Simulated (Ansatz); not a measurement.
Computed properties of WSi2 (P6_222)

All numbers come from Ansatz 0.2.0. Calculated for a static, non-magnetic cell.

Structure: WSi2 (P6_222) from a database structure, at its r2SCAN minimum. The symmetry is P6_222 (No. 180, hexagonal); a = 4.579 Å, c = 6.610 Å in the conventional setting, 13.34 Å³ an atom. Around Si lie 5 Si at 2.56–2.67 Å and 5 W at 2.58–2.67 Å; around W lie 10 Si at 2.58–2.67 Å.

Relaxed lattice by functional, symmetry kept:

| functional | k mesh | a (Å) | c (Å) | volume (Å³/atom) |
| --- | --- | --- | --- | --- |
| PBE | 6×6×4 | 4.614 | 6.646 | 13.62 |
| r2SCAN | 6×6×4 | 4.579 | 6.610 | 13.34 |
| PBEsol | 6×6×4 | 4.576 | 6.603 | 13.31 |
| LDA | 6×6×4 | 4.551 | 6.566 | 13.09 |

Gaps on the r2SCAN cell, each the least over its mesh and the special points:
```tsv
level	k mesh	gap (eV)	kind	edges	least direct gap (eV)
LDA	6×6×4	none (overlap 0.01)	–	–	–
PBE	6×6×4	0.01	indirect	L → M	0.68
PBE+SOC	6×6×4	none (overlap 0.01)	–	–	–
r2SCAN	6×6×4	0.13	indirect	L → M	0.83
HSE06	6×6×2	0.44	indirect	L → M	1.14
PBE0	6×6×2	1.06	indirect	L → M	1.76
```
LDA, PBE, PBE+SOC, r2SCAN, HSE06: smearing of 0.02 eV; the others have fixed occupations.
Wave cutoffs: 420 eV, 500 eV (r2SCAN).

The HSE06 gap is indirect, 0.44 eV (L to M), below the direct gap of 1.14 eV at M. Spin-orbit coupling changes the PBE gap by -0.02 eV, and no gap is left.

The levels disagree on the kind of gap: indirect with PBE, r2SCAN, HSE06, PBE0; no gap with LDA, PBE+SOC.

Only the levels marked +SOC include spin-orbit coupling.

Gaps or overlaps of about a tenth of an eV are at the limit of these meshes: between the points read a gap can be smaller or closed.

The meshes of the hybrids are coarse, so their gaps aren't converged to the digits shown.
